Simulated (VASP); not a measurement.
NaI, 2 atoms in the cell. The structure is cubic, space group Fm-3m (No. 225). The conventional cell has a = 6.473 Å, b = 6.473 Å, c = 6.473 Å, α = 90.00°, β = 90.00°, γ = 90.00°. Around I (site symmetry m-3m) lie 6 Na at 3.24 Å. Na (site symmetry m-3m) has 6 I at 3.24 Å as nearest neighbours. 

* Program: VASP 6.6.1
* Task: relaxation of cell and atoms
* Functional: PBEsol
* Potentials or basis: VASP PAW PBE potentials, release 64 (I, Na_pv)
* Cutoff: 600 eV
* k mesh: 7 × 7 × 7
* Occupations: fermi-dirac, width 0.05 eV
* Spin: no spin polarisation
* Further INCAR settings: ALGO = Fast; EDIFF = 1e-07; IBRION = 2; EDIFFG = -0.02; NSW = 40; ISIF = 3

Potentials or basis: VASP PAW PBE potentials, release 64 (I, Na_pv).

Run with:

```sh
$ cat potpaw_PBE.64/I/POTCAR potpaw_PBE.64/Na_pv/POTCAR > POTCAR
$ mpirun -np 1 vasp_std > vasp.out
```

Hardware: 1 thread of Intel(R) Xeon(R) Platinum 8488C (Sapphire Rapids), with other jobs on the host.

Q: How long does it take, and how much memory?

A: It took 50 s on 1 thread of Intel(R) Xeon(R) Platinum 8488C (Sapphire Rapids) (shared host), peak memory 0.24 GiB. Counts: scf iterations 43, k points 20, ion steps 3.
